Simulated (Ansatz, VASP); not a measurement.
# AlRu: VASP beside Ansatz

```
Ru Al
1.0
     2.69287    0.00000    0.00000
     0.00000    2.69287    0.00000
     0.00000    0.00000    2.69287
Ru Al
1 1
Cartesian
  0.0000 0.0000 0.0000
  1.3464 1.3464 1.3464
```

Change from the starting cell: volume scaled by 0.72, LAPW.

Alike in both runs: task single point; functional PBE; k mesh 13 × 13 × 13; occupations fermi-dirac, width 0.1 eV; no spin polarisation.

|  | VASP | Ansatz |
| --- | --- | --- |
| version | VASP 6.6.1 | Ansatz 0.2.0 |
| potentials or method | VASP PAW PBE potentials, release 64 (Ru_pv, Al), cutoff 520 eV | all-electron LAPW, scalar-relativistic |

```csv
,VASP,Ansatz,Ansatz less VASP
pressure (GPa),136.5,135.3,-1.14
```

Ansatz ran all-electron here, so the differences hold the error of VASP's frozen core and of both bases.

Caveats: the cell as given lies far from equilibrium; so large a pressure means that the cell lies far from this level's equilibrium, or that cutoff or potentials fall short (VASP).
